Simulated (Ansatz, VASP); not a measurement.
# One calculation of Ag, two programs

```
Ag
1.0
    -1.63328    1.63328    1.63328
     1.63328   -1.63328    1.63328
     1.63328    1.63328   -1.63328
Ag
1
Direct
  0.00000 0.00000 0.00000
```

This isn't the form of Ag at room conditions, which is fcc.

Alike in both runs: task single point; functional r2SCAN; k mesh 11 × 11 × 11; occupations fermi-dirac, width 0.05 eV; no spin polarisation.

|  | VASP | Ansatz |
| --- | --- | --- |
| version | VASP 6.6.1 | Ansatz 0.2.0 |
| potentials or method | VASP PAW PBE potentials, release 64 (Ag) | Ansatz PAW |
| plane-wave cutoff (eV) | 520 | 500 |
| valence electrons in the cell | 11 | 19 |

Ansatz gave:

* gap on the k mesh at the Fermi level (eV): none
* pressure (GPa): 0.0

Problem. Estimate VASP's values.

Solution. gap on the k mesh at the Fermi level (eV): none; pressure (GPa): 0.1.

A gap of «none» marks a metal or a gap that the smearing closes. The two sets of potentials don't hold the same shells in valence.

Caveats: the PAW data sets were made with another functional, which shifts forces and pressure a little (VASP); the PAW data sets come from PBE, with cores solved anew for the run's functional, which leaves a small shift of forces and pressure (Ansatz).
